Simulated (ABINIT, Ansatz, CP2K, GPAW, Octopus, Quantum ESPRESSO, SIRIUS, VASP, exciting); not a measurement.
## PtSe2: programs and potentials compared

```xyz
3
Lattice="3.7240 0.0000 0.0000 -1.8620 3.2251 0.0000 0.0000 0.0000 5.0620" Properties=species:S:1:pos:R:3 pbc="T T T"
Pt    0.0000    0.0000    0.0000
Se    1.8620    1.0750    3.7965
Se    0.0000    2.1501    1.2655
```

Alike in all runs: task single point; functional PBEsol; k mesh 8 × 8 × 5; occupations fermi-dirac, width 0.05 eV; no spin polarisation; no spin-orbit coupling. Pressure is positive in compression and, in plane waves, holds the error of the finite cutoff.

| program and potentials | plane-wave cutoff (eV) | notes | pressure (GPa) | largest force (eV/Å) |
| --- | --- | --- | --- | --- |
| ABINIT, PseudoDojo NC SR PBEsol v0.4.1 standard | 1170 | 16.67 valence electrons an atom on average | 2.03 | 0.334 |
| exciting, all-electron LAPW+lo, shipped species files, valence relativity iora* | - | - | - | 0.382 |
| CP2K, POTENTIAL_UZH Pt GTH-PBE-q18, Se GTH-PBE-q6; TZVP-MOLOPT-PBE-GTH basis | - | atomic basis; potentials made for PBE; 10 valence electrons an atom on average | 4.55 | 0.585 |
| Ansatz, all-electron LAPW, scalar-relativistic | - | - | 2.13 | 0.337 |
| GPAW, PAW data sets generated for this functional | 600 | 9.33 valence electrons an atom on average | 2.15 | 0.366 |
| Octopus, pseudodojo_pbesol (PseudoDojo 0.4, PBEsol) | - | 16.67 valence electrons an atom on average | - | 0.346 |
| SIRIUS, PseudoDojo 0.4.1 PBEsol standard (scalar relativistic) | 1177 | 16.67 valence electrons an atom on average | 2.03 | 0.334 |
| Quantum ESPRESSO, GBRV 1.5 PBEsol | 612 | 9.33 valence electrons an atom on average | 1.81 | 0.332 |
| VASP, PBE PAW files Pt, Se, 520 eV | 520 | potentials made for PBE; 7.33 valence electrons an atom on average | 2.21 | 0.356 |

Force on atom 2 (Se), eV/Å:

| program and potentials | x | y | z |
| --- | --- | --- | --- |
| ABINIT, PseudoDojo NC SR PBEsol v0.4.1 standard | 0.000 | 0.000 | -0.334 |
| exciting, all-electron LAPW+lo, shipped species files, valence relativity iora* | 0.000 | 0.000 | -0.382 |
| CP2K, POTENTIAL_UZH Pt GTH-PBE-q18, Se GTH-PBE-q6; TZVP-MOLOPT-PBE-GTH basis | 0.000 | 0.000 | -0.585 |
| Ansatz, all-electron LAPW, scalar-relativistic | 0.000 | 0.000 | -0.337 |
| GPAW, PAW data sets generated for this functional | 0.000 | 0.000 | -0.366 |
| Octopus, pseudodojo_pbesol (PseudoDojo 0.4, PBEsol) | 0.000 | 0.000 | -0.346 |
| SIRIUS, PseudoDojo 0.4.1 PBEsol standard (scalar relativistic) | 0.000 | 0.000 | -0.334 |
| Quantum ESPRESSO, GBRV 1.5 PBEsol | 0.000 | 0.000 | -0.332 |
| VASP, PBE PAW files Pt, Se, 520 eV | 0.000 | 0.000 | -0.356 |

The pressure spans 1.81 (Quantum ESPRESSO, GBRV 1.5 PBEsol) to 4.55 GPa (CP2K, POTENTIAL_UZH Pt GTH-PBE-q18, Se GTH-PBE-q6; TZVP-MOLOPT-PBE-GTH basis), with all-electron results at 2.13. Rows in atomic bases carry the error of their basis and grid, which can be large.

The functional is the same throughout but for its coding, so the spread measures potentials, basis and numerics; runs on potential files found faulty are left out.
